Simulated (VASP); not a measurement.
TaN:

```
CELL_PARAMETERS angstrom
2.92177 0.00000 0.00000
-1.46088 2.53033 0.00000
0.00000 0.00000 5.91652
ATOMIC_POSITIONS crystal
Ta 0.00000 0.00000 0.50000
Ta 0.00000 0.00000 0.00000
N 0.33333 0.66667 0.25000
N 0.66667 0.33333 0.75000
```

The cell comes from a database or a generator and needn't be the stable form of this composition.

```yaml
Program: VASP 6.6.1
Task: relaxation of cell and atoms
Functional: RPBE
Dispersion: D3(BJ)
Potentials_or_basis: VASP PAW PBE potentials, release 64 (Ta_pv, N)
Cutoff: 600 eV
k_mesh: 7 × 7 × 4
Occupations: fermi-dirac, width 0.05 eV
Spin: no spin polarisation
```

At the start: pressure -37.3 GPa; volume 10.94 Å³/atom.

Question: Where does the relaxation end?

Answer: Over 7 steps the energy falls by 148.1 meV/atom and the volume is 9.78 Å³/atom (-10.5 %); space group P6_3/mmc (No. 194, to 0.05 Å).

The path:
| step | energy change (eV) | largest force (eV/Å) | pressure (GPa) | volume (Å³) |
| --- | --- | --- | --- | --- |
| 1 | 0.0000 | 0.0000 | -37.33 | 43.74 |
| 2 | 4.5725 | 0.0000 | 219.39 | 29.51 |
| 3 | -0.5811 | 0.0000 | -4.89 | 39.63 |
| 4 | -0.5877 | 0.0000 | -1.47 | 39.30 |
| 5 | -0.5883 | 0.0000 | 0.00 | 39.16 |
| 6 | -0.5879 | 0.0000 | -0.03 | 39.11 |
| 7 | -0.5924 | 0.0000 | -0.03 | 39.14 |

Final structure:
```
Ta N
1.0
     2.80730    0.00000    0.00000
    -1.40365    2.43120    0.00000
     0.00000    0.00000    5.73411
Ta N
2 2
Cartesian
  0.0000 0.0000 2.8671
  0.0000 0.0000 0.0000
  0.0000 1.6208 1.4335
  1.4037 0.8104 4.3006
```

Caveat: the PAW data sets were made with another functional, which shifts forces and pressure a little; pairwise dispersion overbinds metals, which lowers pressure and volume.
